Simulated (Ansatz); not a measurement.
The system is BN.

```xyz
2
Lattice="2.5080 0.0000 0.0000 -1.2467 2.1762 0.0000 -0.6307 -1.0881 3.0225" Properties=species:S:1:pos:R:3 pbc="T T T"
N     0.6410   -0.3484    2.9772
B     1.2297    2.1384    0.0055
```

The cell comes from a database or a generator and needn't be the stable form of this composition.

Base run:

| Property | Result |
| --- | --- |
| Program | Ansatz 0.2.0 |
| Functional | HSE06 |
| Potentials or basis | Ansatz PAW |
| Cutoff | 420 eV (not typed: the program's choice for these potentials) |
| k mesh | 10 × 10 × 6 |
| Occupations | fermi-dirac, width 0.05 eV |
| Spin | no spin polarisation |

Its results: band gap on the k mesh 4.01 eV, indirect (least direct gap 6.00 eV); pressure -0.6 GPa; largest force 2.811 eV/Å.

Question: The run is repeated on the same cell with these changes: functional from HSE06 to PBE0; k mesh from 10 × 10 × 6 to 8 × 8 × 6. What comes out?

Answer: Band gap on the k mesh 4.70 eV, indirect (least direct gap 6.64 eV); pressure -0.6 GPa; largest force 2.812 eV/Å.

Several settings changed at once, so the effect can't be laid on one alone.

Caveats: the PAW data sets come from PBE, with cores solved anew for the run's functional, which leaves a small shift of forces and pressure; forces of over 1 eV/Å show positions far from the minimum, so gaps and moduli don't describe the material at rest; the thresholds are loose for stress; the k mesh misses the band edges, so the gap on the mesh is wider than the one along the path (some runs).
